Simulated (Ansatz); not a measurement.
**CaF2 (Fluorite): equation of state with PBEsol**

Crystal: CaF2 (Fluorite).

```
Ca F
1.0
     0.00000    2.73100    2.73100
     2.73100    0.00000    2.73100
     2.73100    2.73100    0.00000
Ca F
1 2
Direct
  0.00000 0.00000 0.00000
  0.75000 0.75000 0.75000
  0.25000 0.25000 0.25000
```

```yaml
Program: Ansatz 0.2.0
Task: equation of state
Functional: PBEsol
Potentials_or_basis: Ansatz PAW
Cutoff: 420 eV
Density_cutoff: 1680 eV
k_mesh: 8 × 8 × 8
Occupations: fermi-dirac, width 0.05 eV
Spin: no spin polarisation
```

```json
{"Equilibrium volume": "13.27 Å³/atom", "Bulk modulus": "86 GPa", "Pressure derivative of the bulk modulus": "4.6 (rough: it moves with the points fitted)"}
```

Energy against volume, from the lowest point:
```csv
volume (Å³/atom),energy (meV/atom)
12.764,5.62
13.036,1.23
13.308,0.00
13.579,1.84
13.851,6.32
14.122,13.13
14.394,22.01
```

All runs of the series together: 3.8 s on 2 threads of Intel(R) Xeon(R) Platinum 8488C (Sapphire Rapids) (shared host).
